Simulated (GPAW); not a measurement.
Write an ASE script for GPAW 26.7.0 that does the following.

```yaml
Task: relaxation of cell and atoms
Functional: revPBE
Dispersion: D4
Potentials_or_basis: the program's PAW data sets (release 1.2.1) made for this functional
Cutoff: 800 eV
Basis: pw
k_mesh: 4 × 4 × 4
Occupations: fermi-dirac, width 0.05 eV
Spin: no spin polarisation
Maxiter: 150
Optimizer: BFGS
Fmax: 0.02 eV/Å
Max_steps: 40
```

The structure of BaTiO3 lies in BaTiO3.cif:

```cif
data_BaTiO3
_cell_length_a 3.99980000
_cell_length_b 3.99980000
_cell_length_c 4.01800000
_cell_angle_alpha 90.00000000
_cell_angle_beta 90.00000000
_cell_angle_gamma 90.00000000
_space_group_name_H-M_alt 'P4mm'
_space_group_name_Hall 'P 4 -2'
_space_group_IT_number 99
loop_
_space_group_symop_operation_xyz
'x,y,z'
'-y,x,z'
'-x,-y,z'
'y,-x,z'
'-x,y,z'
'y,x,z'
'x,-y,z'
'-y,-x,z'
loop_
_atom_site_label
_atom_site_type_symbol
_atom_site_symmetry_multiplicity
_atom_site_Wyckoff_symbol
_atom_site_fract_x
_atom_site_fract_y
_atom_site_fract_z
_atom_site_occupancy
Ba1 Ba 1 a 0.0000000000 0.0000000000 0.0000000000 1
Ti1 Ti 1 b 0.5000000000 0.5000000000 0.4900000000 1
O1 O 2 c 0.0000000000 0.5000000000 0.5170000000 1
O2 O 1 b 0.5000000000 0.5000000000 0.0190000000 1
```

These files were run (other wordings do the same):

run.py

```python
from ase.calculators.mixing import SumCalculator
from ase.filters import FrechetCellFilter
from ase.io import read, write
from ase.optimize import BFGS
from dftd4.ase import DFTD4
from gpaw import GPAW, PW

atoms = read('BaTiO3.cif')

calc = GPAW(mode=PW(800),
            xc='revPBE',
            kpts={'size': (4, 4, 4), 'gamma': True},
            occupations={'name': 'fermi-dirac', 'width': 0.05},
            nbands=36,
            convergence={'density': 1e-05, 'energy': 1e-05},
            maxiter=150,
            txt='gpaw.txt')
atoms.calc = SumCalculator([calc, DFTD4(method='revpbe')])
opt = BFGS(FrechetCellFilter(atoms), trajectory='relax.traj', logfile='-')
done = opt.run(fmax=0.02, steps=40)
calc.write('gs.gpw')
write('result.traj', atoms)
print('Converged:', done)
print('Cell:', atoms.cell.cellpar().round(4))
print('Volume:', round(atoms.get_volume(), 4))
print(atoms.get_scaled_positions().round(5))
```

Potentials or basis: the program's PAW data sets (release 1.2.1) made for this functional, pw.

Command:

```sh
$ OMP_NUM_THREADS=1 python run.py
```

Results of the run:

```json
{
 "Relaxed volume": "13.22 Å³/atom",
 "Relaxed cell": "a = 3.983 Å, b = 3.983 Å, c = 4.166 Å, α = 90.00°, β = 90.00°, γ = 90.00°",
 "Space group after relaxing (to 0.05 Å)": "P4mm (No. 99)",
 "Energy gained by relaxing": "6.3 meV/atom",
 "Ionic steps": "16",
 "Pressure after relaxing": "0.0 GPa",
 "Largest force after relaxing": "0.013 eV/Å",
 "Band gap on the k mesh": "1.85 eV, indirect (least direct gap 2.38 eV)",
 "Dispersion energy per atom": "-0.368 eV"
}
```

Caveat: the k mesh is coarse; later steps reuse the first step's grids; spin-orbit coupling is left out, which moves the levels of the heavy elements.

Run time: 8.7 min on 1 thread of Arm Neoverse V2, on a shared host, peak memory 0.43 GiB.
